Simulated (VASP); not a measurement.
The system is CdSe (Cadmoselite).

```xyz
4
Lattice="4.3000 0.0000 0.0000 -2.1500 3.7239 0.0000 0.0000 0.0000 7.0200" Properties=species:S:1:pos:R:3 pbc="T T T"
Cd    2.1500    1.2413    3.5100
Cd    0.0000    2.4826    0.0000
Se    2.1500    1.2413    6.2127
Se    0.0000    2.4826    2.7027
```

```yaml
Program: VASP 6.6.1
Task: relaxation of cell and atoms
Functional: PBEsol
Dispersion: D3(BJ)
Potentials_or_basis: VASP PAW PBE potentials, release 64 (Cd, Se)
Cutoff: 600 eV
k_mesh: 7 × 7 × 4
Occupations: fermi-dirac, width 0.05 eV
Spin: no spin polarisation
```

At the start: pressure -1.2 GPa; volume 28.10 Å³/atom.

Question: How do energy, volume and symmetry change on relaxing?

Answer: Over 9 steps the energy falls by 7.7 meV/atom and the volume is 27.41 Å³/atom (-2.5 %); space group P6_3mc (No. 186, to 0.05 Å).

The path:
| step | energy change (eV) | largest force (eV/Å) | pressure (GPa) | volume (Å³) |
| --- | --- | --- | --- | --- |
| 1 | 0.0000 | 0.2750 | -1.23 | 112.41 |
| 2 | -0.0264 | 0.0654 | 0.38 | 108.92 |
| 3 | -0.0267 | 0.0883 | 0.22 | 109.21 |
| 4 | -0.0281 | 0.0354 | -0.01 | 109.66 |
| 5 | -0.0282 | 0.0204 | -0.07 | 109.79 |
| 6 | -0.0293 | 0.0191 | -0.09 | 109.82 |
| 7 | -0.0307 | 0.0140 | -0.15 | 109.93 |
| 8 | -0.0307 | 0.0092 | 0.18 | 109.30 |
| 9 | -0.0309 | 0.0033 | 0.01 | 109.63 |

Final structure:
```
Cd Se
1.0
     4.26240    0.00000    0.00000
    -2.13120    3.69135    0.00000
     0.00000    0.00000    6.96748
Cd Se
2 2
Direct
  0.66667 0.33333 0.50485
  0.33333 0.66667 0.00485
  0.66667 0.33333 0.88015
  0.33333 0.66667 0.38015
```

Caveat: the PAW data sets were made with another functional, which shifts forces and pressure a little.
